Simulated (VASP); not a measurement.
# NaF (Villiaumite) (Fm-3m) in VASP: notebook

Runs on NaF (Villiaumite). Level: r2SCAN. Tasks: single point.

Everything below comes from runs of VASP 6.6.1. Logs are shortened: lines on timing, memory, paths and dates and some standing lists are left out, and cuts for length are marked.

## 1. Starting point

It takes space group Fm-3m (No. 225, cubic). The conventional cell has a = 4.640 Å, b = 4.640 Å, c = 4.640 Å, α = 90.00°, β = 90.00°, γ = 90.00°. Around Na (site symmetry m-3m) lie 6 F at 2.32 Å. F (site symmetry m-3m) is surrounded by 6 Na at 2.32 Å.

## 2. Single point, r2SCAN

File INCAR:

```
PREC     = Accurate       # precision mode
ENCUT    = 450            # plane-wave cutoff, eV
EDIFF    = 0.01           # SCF threshold, eV
ISMEAR   = 0              # smearing method
SIGMA    = 0.05           # smearing width, eV
LREAL    = F              # projectors in reciprocal space
LASPH    = T              # aspherical terms in the spheres
NELM     = 100            # most SCF steps
ALGO     = Normal         # electronic algorithm
ISIF     = 2              # what is computed and relaxed
LWAVE    = F              # write WAVECAR
LCHARG   = F              # write CHGCAR
METAGGA  = R2SCAN         # meta-GGA
LMIXTAU  = T            
ADDGRID  = F
```

File KPOINTS:

```
Automatic mesh
0
Gamma
  5 5 5
```

File POSCAR:

```
NaF
1.0
    0.0000000000      2.3200000000      2.3200000000
    2.3200000000      0.0000000000      2.3200000000
    2.3200000000      2.3200000000      0.0000000000
Na F
1 1
Direct
    0.0000000000      0.0000000000      0.0000000000
    0.5000000000      0.5000000000      0.5000000000
```

Potentials or basis: VASP PAW PBE potentials, release 64 (Na_pv, F).

Launch:

```sh
cat potpaw_PBE.64/Na_pv/POTCAR potpaw_PBE.64/F/POTCAR > POTCAR
mpirun -np 1 vasp_std > vasp.out
```

OUTCAR:

```text
PREC = Accurate
   ENCUT = 450
   EDIFF = 0.01
   ISMEAR = 0
   LREAL = F
   LASPH = T
   NELM = 100
   ISIF = 2
   METAGGA = R2SCAN

 Found     10 irreducible k-points:

 Following reciprocal coordinates:
            Coordinates               Weight
  0.000000  0.000000  0.000000      1.000000
  0.200000  0.000000  0.000000      8.000000
  0.400000  0.000000  0.000000      8.000000
  0.200000  0.200000  0.000000      6.000000
  0.400000  0.200000  0.000000     24.000000
 -0.400000  0.200000  0.000000     24.000000
   k-points           NKPTS =     10   k-points in BZ     NKDIM =     10   number of bands    NBANDS=     11
   number of dos      NEDOS =    301   number of ions     NIONS =      2
   total plane-waves  NPLWV =  13824
   dimension x,y,z NGX =    24 NGY =   24 NGZ =   24
   dimension x,y,z NGXF=    48 NGYF=   48 NGZF=   48
   ions per type =               1   1
   NGX,Y,Z   is equivalent  to a cutoff of  12.16, 12.16, 12.16 a.u.
   NGXF,Y,Z  is equivalent  to a cutoff of  24.32, 24.32, 24.32 a.u.
 SYSTEM =  unknown system
   PREC   = accura    normal or accurate (medium, high low for compatibility)
   ISTART =      0    job   : 0-new  1-cont  2-samecut
   ICHARG =      2    charge: 1-file 2-atom 10-const
   ISPIN  =      1    spin polarized calculation?
   LNONCOLLINEAR =      F non collinear calculations
   LSORBIT =      F    spin-orbit coupling
   LASPH  =      T    aspherical Exc in radial PAW
   ENCUT  =  450.0 eV  33.07 Ry    5.75 a.u.   5.67  5.67  5.67*2*pi/ulx,y,z
   NELM   =    100;   NELMIN=  2; NELMDL= -5     # of ELM steps
   EDIFF  = 0.1E-01   stopping-criterion for ELM
   LREAL  =      F    real-space projection
   EDIFFG = 0.1E+00   stopping-criterion for IOM
   NSW    =      0    number of steps for IOM
   IBRION =     -1    ionic relax: 0-MD 1-quasi-New 2-CG
   NFREE  =      0    steps in history (QN), initial steepest desc. (CG)
   ISIF   =      2    stress and relaxation
   ISYM   =      2    0-nonsym 1-usesym 2-fastsym
   POTIM  = 0.5000    time-step for ionic-motion
   TEBEG  =    0.0;   TEEND  =   0.0 temperature during run
   PSTRESS=    0.0 pullay stress
   NELECT =      14.0000    total number of electrons
   NUPDOWN=      -1.0000    fix difference up-down
   EMIN   =  10.00;   EMAX   =-10.00  energy-range for DOS
   EFERMI =   0.00;   METHOD = LEGACY
   ISMEAR =     0;   SIGMA  =   0.05  broadening in eV -4-tet -1-fermi 0-gaus
   EFERMI_NEDOS =   21; number of points for ismear=-14 and -15
   IALGO  =     38    algorithm
   IMIX   =      4    mixing-type and parameters
     AMIX     =   0.40;   BMIX     =  1.00
     AMIX_MAG =   1.60;   BMIX_MAG =  1.00
  volume/ion in A,a.u.               =      12.49        84.27
  Fermi-wavevector in a.u.,A,eV,Ry     =   1.349852  2.550851 24.791186  1.822101
  Thomas-Fermi vector in A             =   2.477405
   LORBIT       =      0    0 simple, 1 ext, 2 COOP (PROOUT), +10 PAW based schemes
   METAGGA = R2SCAN    functional components
   LHFCALC =     F    Hartree Fock is set to
   AEXX    =    0.0000 exact exchange contribution
   IVDW    =     0    specifies the selected vdW correction
   LEPSILON=     F    determine dielectric tensor
   LRPA    =     F    only Hartree local field effects (RPA)
 non-spin polarized calculation
 Gauss-broadening in eV      SIGMA  =   0.05
  energy-cutoff  :      450.00
  volume of cell :       24.97
 maximum number of plane-waves:       552
   NGX = 11   NGY = 11   NGZ = 11

 number of electron      13.9999982 magnetization

 Free energy of the ion-electron system (eV)
  ---------------------------------------------------
  ext. energy  EPLUGINS =         0.00000000
  ---------------------------------------------------
  free energy    TOTEN  =       -12.60028756 eV

  energy without entropy =      -12.60028756  energy(sigma->0) =      -12.60028756

 E-fermi :  -2.4795     XC(G=0):  -9.7371

 val. band max:       -2.7308410693   @ k =   0.0000   0.0000   0.0000
 cond. band min:       4.4438644807   @ k =   0.0000   0.0000   0.0000
 fundamental gap:      7.1747055500
 Fermi energy:        -2.4795434597

 k-point     1 :       0.0000    0.0000    0.0000
  band No.  band energies     occupation
      1     -23.0126      2.00000
      2     -22.2514      2.00000
      3     -22.2509      2.00000
      4     -22.2509      2.00000
      5      -2.7312      2.00000
      6      -2.7308      2.00000
      7      -2.7308      2.00000
      8       4.4439      0.00000
      9      17.0631      0.00000
     10      17.0631      0.00000
     11      17.0633      0.00000

 k-point     2 :       0.2000    0.0000    0.0000
  band No.  band energies     occupation
      1     -23.1901      2.00000
      2     -22.2551      2.00000
      3     -22.2546      2.00000
      4     -22.0294      2.00000
      5      -3.3506      2.00000
      6      -2.8234      2.00000
      7      -2.8231      2.00000
      8       5.7157      0.00000
      9      13.9958      0.00000
     10      17.6971      0.00000
     11      17.6972      0.00000

 k-point     3 :       0.4000    0.0000    0.0000
  band No.  band energies     occupation
      1     -23.3784      2.00000
      2     -22.2611      2.00000
      3     -22.2606      2.00000
      4     -21.7648      2.00000
      5      -4.1515      2.00000
      6      -2.9691      2.00000
      7      -2.9688      2.00000
      8       8.1772      0.00000
      9      11.3499      0.00000
     10      18.5792      0.00000
     11      18.5792      0.00000

 k-point     4 :       0.2000    0.2000    0.0000
  band No.  band energies     occupation
      1     -23.1513      2.00000
      2     -22.2680      2.00000
      3     -22.2677      2.00000
      4     -22.0441      2.00000
      5      -3.4013      2.00000
      6      -2.8795      2.00000
      7      -2.8793      2.00000
      8       6.1102      0.00000
      9      13.6872      0.00000
     10      17.5665      0.00000
     11      17.5668      0.00000

 k-point     5 :       0.4000    0.2000    0.0000
  band No.  band energies     occupation
      1     -23.2154      2.00000
      2     -22.2816      2.00000
      3     -22.2771      2.00000
      4     -21.9290      2.00000
      5      -3.8878      2.00000
      6      -3.1036      2.00000
      7      -3.0088      2.00000
      8       8.2160      0.00000
      9      11.9369      0.00000
     10      16.5334      0.00000
     11      18.1396      0.00000

 k-point     6 :      -0.4000    0.2000    0.0000
  band No.  band energies     occupation
      1     -23.2760      2.00000
      2     -22.3027      2.00000
      3     -22.2696      2.00000
      4     -21.8352      2.00000
      5      -4.0303      2.00000
      6      -3.2930      2.00000
      7      -3.0344      2.00000
      8       9.6133      0.00000
      9      11.0263      0.00000
     10      15.6769      0.00000
     11      18.6989      0.00000

 [... further k-points ...]

------------------------ aborting loop because EDIFF is reached ----------------------------------------

  FORCE on cell =-STRESS in cart. coord.  units (eV):
  Direction    XX          YY          ZZ          XY          YZ          ZX
  --------------------------------------------------------------------------------------
  -------------------------------------------------------------------------------------
  Total       -0.5394375     -0.5394375     -0.5394375      0.0000000      0.0000000      0.0000000
  in kB      -34.6065097    -34.6065097    -34.6065097      0.0000000      0.0000000      0.0000000
  external PRESSURE =     -34.6065097 kB  Pullay stress =       0.0000000 kB

 VOLUME and BASIS-vectors are now :
 -----------------------------------------------------------------------------
  energy-cutoff  :      450.00
  volume of cell :       24.97
      direct lattice vectors                 reciprocal lattice vectors
     0.000000000  2.320000000  2.320000000    -0.215517241  0.215517241  0.215517241
     2.320000000  0.000000000  2.320000000     0.215517241 -0.215517241  0.215517241
     2.320000000  2.320000000  0.000000000     0.215517241  0.215517241 -0.215517241

 POSITION                                       TOTAL-FORCE (eV/Angst)
 -----------------------------------------------------------------------------------
      0.00000      0.00000      0.00000        -0.000000      0.000000     -0.000000
      2.32000      2.32000      2.32000         0.000000     -0.000000      0.000000
 -----------------------------------------------------------------------------------
    total drift:                                0.000000     -0.000000      0.000000

  FREE ENERGIE OF THE ION-ELECTRON SYSTEM (eV)
  ---------------------------------------------------
  free  energy   TOTEN  =       -12.6002875602 eV

  energy  without entropy=      -12.6002875602  energy(sigma->0) =      -12.60028756
```

Run time: 8.5 s. Hardware: 1 thread of Intel Xeon Platinum 8488C (Sapphire Rapids), shared host; peak memory 0.13 GiB.

The run converged, but some of its settings lie outside the range that counts as converged, so its numbers aren't taken as properties of the crystal.

What came out:

| Item | Value |
| --- | --- |
| Free energy | -12.6003 eV |
| Band gap on the k mesh | 7.17 eV, direct |

Caveat: the k mesh is coarse (spacing up to 0.47 Å⁻¹), so the values aren't converged; the cutoff is under 1.25 times the usual one of these potentials, so pressure, stress and relaxed cells hold a basis-set (Pulay) error; the PAW data sets were made with another functional, which shifts forces and pressure a little.

## 3. Single point, r2SCAN

INCAR is that of step 2.

KPOINTS is that of step 2.

File POSCAR:

```
NaF
1.0
    0.0000000000      2.3200000000      2.3200000000
    2.3200000000      0.0000000000      2.3200000000
    2.3200000000      2.3200000000      0.0000000000
Na F
1 1
Direct
    0.0258840000     -0.0367460000      0.0017760000
    0.4822430000      0.5377660000      0.4799550000
```

Potentials or basis: VASP PAW PBE potentials, release 64 (Na_pv, F).

Launch:

```sh
cat potpaw_PBE.64/Na_pv/POTCAR potpaw_PBE.64/F/POTCAR > POTCAR
mpirun -np 1 vasp_std > vasp.out
```

It took 33 s on 1 thread of Intel Xeon Platinum 8488C (Sapphire Rapids), shared host; peak memory 0.14 GiB.

The run converged, but some of its settings lie outside the range that counts as converged, so its numbers aren't taken as properties of the crystal.

What came out:

```
Free energy            : -12.5520 eV
Largest force          : 0.493 eV/Å
Band gap on the k mesh : 7.16 eV, direct
```

Caveat: the k mesh is coarse (spacing up to 0.47 Å⁻¹), so the values aren't converged; the cutoff is under 1.25 times the usual one of these potentials, so pressure, stress and relaxed cells hold a basis-set (Pulay) error; the PAW data sets were made with another functional, which shifts forces and pressure a little.

## 4. Single point, r2SCAN

INCAR: that of step 3 with these lines changed.

```diff
@@ -2,3 +2,3 @@
 ENCUT    = 450            # plane-wave cutoff, eV
-EDIFF    = 0.01           # SCF threshold, eV
+EDIFF    = 0.001          # SCF threshold, eV
 ISMEAR   = 0              # smearing method
```

KPOINTS is that of step 3.

File POSCAR:

```
NaF
1.0
    0.0000000000      2.3200000000      2.3200000000
    2.3200000000      0.0000000000      2.3200000000
    2.3200000000      2.3200000000      0.0000000000
Na F
1 1
Direct
    0.0000000000      0.0000000000      0.0000000000
    0.5000000000      0.5000000000      0.5000000000
```

Launch:

```sh
cat potpaw_PBE.64/Na_pv/POTCAR potpaw_PBE.64/F/POTCAR > POTCAR
mpirun -np 1 vasp_std > vasp.out
```

It took 11 s on 1 thread of Intel Xeon Platinum 8488C (Sapphire Rapids), shared host; peak memory 0.13 GiB.

The run converged, but some of its settings lie outside the range that counts as converged, so its numbers aren't taken as properties of the crystal.

Results:

```
Free energy            : -12.6028 eV
Band gap on the k mesh : 7.15 eV, direct
```

Caveat: the k mesh is coarse (spacing up to 0.47 Å⁻¹), so the values aren't converged; the cutoff is under 1.25 times the usual one of these potentials, so pressure, stress and relaxed cells hold a basis-set (Pulay) error; the PAW data sets were made with another functional, which shifts forces and pressure a little.

## 5. Single point, r2SCAN

INCAR is that of step 4.

KPOINTS is that of step 4.

File POSCAR:

```
NaF
1.0
    0.0000000000      2.3200000000      2.3200000000
    2.3200000000      0.0000000000      2.3200000000
    2.3200000000      2.3200000000      0.0000000000
Na F
1 1
Direct
    0.0258840000     -0.0367460000      0.0017760000
    0.4822430000      0.5377660000      0.4799550000
```

Launch:

```sh
cat potpaw_PBE.64/Na_pv/POTCAR potpaw_PBE.64/F/POTCAR > POTCAR
mpirun -np 1 vasp_std > vasp.out
```

Wall time 43 s (1 thread of Intel Xeon Platinum 8488C (Sapphire Rapids), shared host); peak memory 0.14 GiB.

These settings aren't checked as converged: the numbers below hold their error.

What came out:

```yaml
Free_energy: -12.5538 eV
Largest_force: 0.498 eV/Å
Band_gap_on_the_k_mesh: 7.14 eV, direct
```

Caveat: the k mesh is coarse (spacing up to 0.47 Å⁻¹), so the values aren't converged; the cutoff is under 1.25 times the usual one of these potentials, so pressure, stress and relaxed cells hold a basis-set (Pulay) error; the PAW data sets were made with another functional, which shifts forces and pressure a little.

## 6. Single point, r2SCAN

INCAR: that of step 5 with these lines changed.

```diff
@@ -2,3 +2,3 @@
 ENCUT    = 450            # plane-wave cutoff, eV
-EDIFF    = 0.001          # SCF threshold, eV
+EDIFF    = 1E-4           # SCF threshold, eV
 ISMEAR   = 0              # smearing method
```

KPOINTS is that of step 5.

File POSCAR:

```
NaF
1.0
    0.0000000000      2.3200000000      2.3200000000
    2.3200000000      0.0000000000      2.3200000000
    2.3200000000      2.3200000000      0.0000000000
Na F
1 1
Direct
    0.0000000000      0.0000000000      0.0000000000
    0.5000000000      0.5000000000      0.5000000000
```

Potentials or basis: VASP PAW PBE potentials, release 64 (Na_pv, F).

Launch:

```sh
cat potpaw_PBE.64/Na_pv/POTCAR potpaw_PBE.64/F/POTCAR > POTCAR
mpirun -np 1 vasp_std > vasp.out
```

OUTCAR:

```text
PREC = Accurate
   ENCUT = 450
   EDIFF = 1E-4
   ISMEAR = 0
   LREAL = F
   LASPH = T
   NELM = 100
   ISIF = 2
   METAGGA = R2SCAN

 Found     10 irreducible k-points:

 Following reciprocal coordinates:
            Coordinates               Weight
  0.000000  0.000000  0.000000      1.000000
  0.200000  0.000000  0.000000      8.000000
  0.400000  0.000000  0.000000      8.000000
  0.200000  0.200000  0.000000      6.000000
  0.400000  0.200000  0.000000     24.000000
 -0.400000  0.200000  0.000000     24.000000
   k-points           NKPTS =     10   k-points in BZ     NKDIM =     10   number of bands    NBANDS=     11
   number of dos      NEDOS =    301   number of ions     NIONS =      2
   total plane-waves  NPLWV =  13824
   dimension x,y,z NGX =    24 NGY =   24 NGZ =   24
   dimension x,y,z NGXF=    48 NGYF=   48 NGZF=   48
   ions per type =               1   1
   NGX,Y,Z   is equivalent  to a cutoff of  12.16, 12.16, 12.16 a.u.
   NGXF,Y,Z  is equivalent  to a cutoff of  24.32, 24.32, 24.32 a.u.
 SYSTEM =  unknown system
   PREC   = accura    normal or accurate (medium, high low for compatibility)
   ISTART =      0    job   : 0-new  1-cont  2-samecut
   ICHARG =      2    charge: 1-file 2-atom 10-const
[... 65 lines left out ...]
      2     -22.2503      2.00000
      3     -22.2497      2.00000
      4     -22.2497      2.00000
      5      -2.7448      2.00000
      6      -2.7447      2.00000
      7      -2.7447      2.00000
      8       4.4024      0.00000
      9      17.0089      0.00000
     10      17.0089      0.00000
     11      17.0090      0.00000
[... 57 lines left out ...]
 k-point     6 :      -0.4000    0.2000    0.0000
  band No.  band energies     occupation
      1     -23.2838      2.00000
      2     -22.3017      2.00000
      3     -22.2686      2.00000
      4     -21.8412      2.00000
      5      -4.0423      2.00000
      6      -3.3058      2.00000
      7      -3.0473      2.00000
      8       9.5664      0.00000
      9      10.9741      0.00000
     10      15.6302      0.00000
     11      18.6480      0.00000

 [... further k-points ...]

------------------------ aborting loop because EDIFF is reached ----------------------------------------

  FORCE on cell =-STRESS in cart. coord.  units (eV):
  Direction    XX          YY          ZZ          XY          YZ          ZX
  --------------------------------------------------------------------------------------
  -------------------------------------------------------------------------------------
  Total       -0.6696542     -0.6696542     -0.6696542      0.0000000      0.0000000      0.0000000
  in kB      -42.9602895    -42.9602895    -42.9602895      0.0000000      0.0000000      0.0000000
  external PRESSURE =     -42.9602895 kB  Pullay stress =       0.0000000 kB

 VOLUME and BASIS-vectors are now :
 -----------------------------------------------------------------------------
  energy-cutoff  :      450.00
  volume of cell :       24.97
      direct lattice vectors                 reciprocal lattice vectors
     0.000000000  2.320000000  2.320000000    -0.215517241  0.215517241  0.215517241
     2.320000000  0.000000000  2.320000000     0.215517241 -0.215517241  0.215517241
     2.320000000  2.320000000  0.000000000     0.215517241  0.215517241 -0.215517241

 POSITION                                       TOTAL-FORCE (eV/Angst)
 -----------------------------------------------------------------------------------
      0.00000      0.00000      0.00000        -0.000000      0.000000     -0.000000
      2.32000      2.32000      2.32000         0.000000     -0.000000      0.000000
 -----------------------------------------------------------------------------------
    total drift:                                0.000000     -0.000000      0.000000

  FREE ENERGIE OF THE ION-ELECTRON SYSTEM (eV)
  ---------------------------------------------------
  free  energy   TOTEN  =       -12.6027938905 eV

  energy  without entropy=      -12.6027938905  energy(sigma->0) =      -12.60279389
```

stdout:

```text
POSCAR found type information on POSCAR NaF
 POSCAR found :  2 types and       2 ions
 scaLAPACK will be used
 -----------------------------------------------------------------------------
|                                                                             |
|                                                                             |
|     You enforced a specific xc type in the INCAR file but a different       |
|     I HOPE YOU KNOW WHAT YOU ARE DOING!                                     |
|                                                                             |
 -----------------------------------------------------------------------------

 LDA part: xc-table for (None), standard interpolation
 POSCAR, INCAR and KPOINTS ok, starting setup
 FFT: planning ... GRIDC
 FFT: planning ... GRID_SOFT
 FFT: planning ... GRID
 WAVECAR not read
 entering main loop
```

Run time: 11 s. Hardware: 1 thread of Intel Xeon Platinum 8488C (Sapphire Rapids), shared host; peak memory 0.13 GiB.

These settings aren't checked as converged: the numbers below hold their error.

What came out:

* Free energy: -12.6028 eV
* Band gap on the k mesh: 7.15 eV, direct

Caveat: the k mesh is coarse (spacing up to 0.47 Å⁻¹), so the values aren't converged; the cutoff is under 1.25 times the usual one of these potentials, so pressure, stress and relaxed cells hold a basis-set (Pulay) error; the PAW data sets were made with another functional, which shifts forces and pressure a little.
